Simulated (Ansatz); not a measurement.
Runs of Ansatz 0.2.0 on Li. The structure is cubic, space group Fm-3m (No. 225). Conventional cell: a = 4.404 Å, b = 4.404 Å, c = 4.404 Å, α = 90.00°, β = 90.00°, γ = 90.00°. Around Li (site symmetry m-3m) lie 12 Li at 3.11 Å. This isn't the form of Li at room conditions, which is bcc.

```tsv
task	level	potentials or basis	spin	cell	k mesh	cutoff (eV)	smearing	points for each segment of the path	other keys	gap on the mesh (eV)	pressure (GPa)
density of states	RPBE+D3(BJ)-ATM	Ansatz NC	off	volume scaled by 0.88	9 × 9 × 9	1034	gaussian 0.025 eV	-	scf.occupations.method = gaussian; scf.occupations.width = 0.025; …	none	-7.9
single point	PBE0+D3(BJ)	Ansatz PAW	off	as given	7 × 7 × 7	420	gaussian 0.025 eV	-	-	none	-1.7
relaxation of cell and atoms	r2SCAN+rVV10	JTH PAW	off	relaxed from: volume scaled by 1.04	10 × 10 × 10	1170	fermi-dirac 0.025 eV	-	-	none	0.0
band structure	BLYP	Ansatz PAW earlier set	off	as given	10 × 10 × 10	780	fermi-dirac 0.1 eV	14	-	none	-0.8
electron localisation function	PBEsol+D4	Ansatz PAW	off	as given	10 × 10 × 10	420	tetrahedron	-	-	none	-0.8
single point	revPBE+D3(BJ)-ATM	Ansatz PAW	collinear, zero start	as given	7 × 7 × 7	420	fermi-dirac 0.05 eV	-	hamiltonian.xc = revpbe; basis.xc_grid = 3	none	(a)
```

Task: Estimate the missing entries.

Result: (a) -2.4.

Caveats: pairwise dispersion overbinds metals, which lowers pressure and volume (some runs); the potentials were made for another functional, which shifts forces and pressure (some runs); the PAW data sets were made with another functional, which shifts forces and pressure a little (some runs); the thresholds are loose for stress (some runs); the plane-wave basis is chosen anew once the cell has moved, so the energies of steps on either side of that aren't comparable (some runs); with tetrahedron occupations forces and stress needn't match the slope of the energy (some runs).

A gap of «none» marks a metal or a gap under the smearing width.

Runs at the PBE level aren't shown here.
